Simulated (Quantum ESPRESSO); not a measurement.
Runs of Quantum ESPRESSO 7.5 on Hf. It takes space group Fm-3m (No. 225, cubic). The conventional cell has a = 4.440 Å, b = 4.440 Å, c = 4.440 Å, α = 90.00°, β = 90.00°, γ = 90.00°. Hf (site symmetry m-3m) is surrounded by 12 Hf at 3.14 Å. This isn't the form of Hf at room conditions, which is hcp.

```tsv
level	ASE optimiser	rVV10 parameter b	dispersion computed by	gap on the mesh (eV)	pressure (GPa)	relaxed volume (Å³/atom)
PBEsol+D3	BFGS	-	-	none	0.1	(a)
PBEsol+rVV10	BFGS	6.3	-	none	0.1	20.98
PBEsol+D3(BJ)	FIRE	-	-	none	0.0	20.91
PBEsol	FIRE	-	-	none	0.1	21.55
PBEsol+D4	FIRE	-	dftd4 4.3.1 through ASE	none	0.1	(b)
```

Alike in all rows: task relaxation of cell and atoms; potentials or basis GBRV 1.5 PBEsol; no spin polarisation; cell relaxed; k mesh 10 × 10 × 10; cutoff (eV) 612; smearing fermi-dirac 0.05 eV.

Q: Estimate the missing entries.

A: (a) 21.02; (b) 21.36.

Caveats: pairwise dispersion overbinds metals, which lowers pressure and volume (some runs); rVV10's parameter b was fitted to another functional (some runs).

A k mesh can miss the band edges, and the runs leave out spin-orbit coupling on Hf.

A gap of «none» marks a metal or a gap under the smearing width.
